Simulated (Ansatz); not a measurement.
# SiO2: tests of the settings

One table from this session's results is given with a row withheld; the runs are named, their logs left out.

Method: DFT LDA, scalar-relativistic, plane waves, PAW for the base; runs at other levels say so in their headings and inputs, unless a step's input says otherwise, in Ansatz 0.2.0.

1 further run of the same task is left out (set aside as unsound or not needed).

## The system as given

It takes space group I-42d (No. 122, tetragonal). The conventional cell has a = 4.748 Å, b = 4.748 Å, c = 7.488 Å, α = 90.00°, β = 90.00°, γ = 90.00°. Si (site symmetry -4) has 4 O at 1.62 Å in its first shell of neighbours. O (site symmetry 2) is surrounded by 2 Si at 1.62 Å.

Structure file:

```
Si O
1.0
    -2.37405    2.37405    3.74400
     2.37405   -2.37405    3.74400
     2.37405    2.37405   -3.74400
Si O
2 4
Cartesian
  0.0000 0.0000 0.0000
  0.0000 2.3740 1.8720
  1.1870 2.9599 2.8080
  0.5858 1.1870 0.9360
  -1.1870 1.7882 2.8080
  -0.5858 3.5611 0.9360
```

Source of the structure: the Crystallography Open Database. It is taken as it stands there.

## The base input

File input.yaml:

```yaml
crystal:
  lattice:
    - [-2.37405, 2.37405, 3.744]
    - [2.37405, -2.37405, 3.744]
    - [2.37405, 2.37405, -3.744]
  atoms:
    - { symbol: Si, position: [0.0, 0.0, 0.0] }
    - { symbol: Si, position: [0.75, 0.25, 0.5] }
    - { symbol: O, position: [0.99838, 0.625, 0.87338] }
    - { symbol: O, position: [0.375, 0.24838, 0.37338] }
    - { symbol: O, position: [0.75162, 0.125, 0.12662] }
    - { symbol: O, position: [0.875, 0.00162, 0.62662] }
basis:
  ecutwfc: 420
kpoints:
  mp_grid: { grid: [8, 8, 8] }
hamiltonian:
  xc: lda
scf:
  occupations: { method: gaussian, width: 0.02 }
output:
  forces: true
  stress: true
  eigenvalues: true
  populations: true
```

It was run beforehand and gave: -574.2206 eV/atom at zero smearing, pressure -2.94 GPa, largest force 0.288 eV/Å, gap on the mesh 5.82 eV, in 6 SCF cycles and 3.7 s.

The first run:

File input.yaml:

```yaml
crystal:
  lattice:
    - [-2.37405, 2.37405, 3.744]
    - [2.37405, -2.37405, 3.744]
    - [2.37405, 2.37405, -3.744]
  atoms:
    - { symbol: Si, position: [0.0, 0.0, 0.0] }
    - { symbol: Si, position: [0.75, 0.25, 0.5] }
    - { symbol: O, position: [0.99838, 0.625, 0.87338] }
    - { symbol: O, position: [0.375, 0.24838, 0.37338] }
    - { symbol: O, position: [0.75162, 0.125, 0.12662] }
    - { symbol: O, position: [0.875, 0.00162, 0.62662] }
basis:
  ecutwfc: 420
kpoints:
  mp_grid: { grid: [8, 8, 8] }
hamiltonian:
  xc: pbe
scf:
  occupations: { method: gaussian, width: 0.02 }
output:
  forces: true
  stress: true
  eigenvalues: true
```

Launch:

```
$ ansatz run input.yaml --threads 1 --pin off --max-ram 2560MiB --backend cpu --events-out ev --progress --plain --runs-dir out
```

Among the steps run: Functional: PBE; Functional: PBEsol; Functional: r2SCAN.

One table of the session follows, with a row left open; its other results are not shown here.

It belongs to the step «What the functional changes». 

| functional | gap on the mesh (eV) | largest force (eV/Å) |
| --- | --- | --- |
| LDA | 5.82 | 0.288 |
| PBE | 6.04 | 0.131 |
| PBEsol | 5.97 | 0.006 |
| r2SCAN | ? | ? |

**Question.** Estimate the row for r2SCAN.

**Answer.** gap on the mesh (eV): 6.70; largest force (eV/Å): 0.193. In the column «gap on the mesh (eV)» it is the highest.
